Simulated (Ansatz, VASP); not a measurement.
# BN: VASP beside Ansatz

The input POSCAR:

```
BN
1.0
    0.0000000000      1.8130010000      1.8130010000
    1.8130010000      0.0000000000      1.8130010000
    1.8130010000      1.8130010000      0.0000000000
N B
1 1
Direct
    0.2500000000      0.2500000000      0.2500000000
    0.0000000000      0.0000000000      0.0000000000
```

The input INCAR.step1:

```
SYSTEM = BN
ALGO = Normal
EDIFF = 1E-5
ENCUT = 600
GGA = PE
ISMEAR = -1
LASPH = .TRUE.
LCHARG = .FALSE.
LREAL = .FALSE.
LWAVE = .TRUE.
NELM = 80
PREC = Accurate
SIGMA = 0.05
```

Contents of INCAR.step2:

```
SYSTEM = BN
ALGO = Normal
EDIFF = 1E-6
EDIFFG = -0.005
ENCUT = 600
GGA = PE
HFSCREEN = 0.3
IBRION = 2
ISIF = 3
ISMEAR = -1
ISTART = 1
LASPH = .TRUE.
LCHARG = .FALSE.
LHFCALC = .TRUE.
LREAL = .FALSE.
LWAVE = .FALSE.
NELM = 80
NSW = 60
PREC = Accurate
PRECFOCK = Fast
SIGMA = 0.05
```

Contents of KPOINTS:

```
k-points
0
G
  7 7 7
  0 0 0
```

File input.yaml:

```yaml
crystal:
  lattice:
    - [0.0, 1.813001, 1.813001]
    - [1.813001, 0.0, 1.813001]
    - [1.813001, 1.813001, 0.0]
  atoms:
    - { symbol: "N", position: [0.25, 0.25, 0.25] }
    - { symbol: B, position: [0.0, 0.0, 0.0] }
hamiltonian:
  xc: { exchange: pbe, correlation: pbe, exx: { coeff: 0.25, omega: 0.3 } }
  pseudopotentials: { kind: paw }
kpoints:
  mp_grid: { grid: [7, 7, 7] }
scf:
  occupations: { method: fermi_dirac, width: 0.05 }
output:
  forces: true
  stress: true
  eigenvalues: true
relax:
  f_tol: 0.01
  max_steps: 40
  cell: { stress_tol: 0.05 }
```

The cell is a database's computed one.

Alike in both runs: task relaxation of cell and atoms; functional HSE03; k mesh 7 × 7 × 7; occupations fermi-dirac, width 0.05 eV; no spin polarisation.

|  | VASP | Ansatz |
| --- | --- | --- |
| version | VASP 6.6.1 | Ansatz 0.2.0 |
| potentials or method | VASP PAW PBE potentials, release 64 (N, B) | Ansatz PAW |
| plane-wave cutoff (eV) | 600 | 420 |
| valence electrons in the cell | 8 | 8 |

Ansatz gave:

```
gap on the k mesh at the Fermi level, each at its own relaxed structure (eV) : 5.85
relaxed volume (Å³/atom)                                                     : 5.82
relaxed cell length with the largest relative difference (Å)                 : 2.544
energy change over the relaxation (meV/atom)                                 : -4
```

Task: Estimate VASP's values.

Result: gap on the k mesh at the Fermi level, each at its own relaxed structure (eV): 5.83; relaxed volume (Å³/atom): 5.83; relaxed cell length with the largest relative difference (Å): 2.545; energy change over the relaxation (meV/atom): -4.

Caveats: the k mesh is coarse (spacing up to 0.43 Å⁻¹), so the values aren't converged, least of all with exact exchange; the PAW data sets were made with another functional, which shifts forces and pressure a little (VASP); an odd mesh through Γ misses points on the zone boundary, where band edges often lie (VASP); odd divisions of the mesh miss points on the zone boundary, where band edges often lie, so the gap on the mesh can be too wide (Ansatz); the plane-wave basis is chosen anew once the cell has moved, so the energies of steps on either side of that aren't comparable (Ansatz); the pressure holds a Pulay correction of +0.9 GPa for the finite cutoff (Ansatz); the PAW data sets come from PBE, with cores solved anew for the run's functional, which leaves a small shift of forces and pressure (Ansatz).
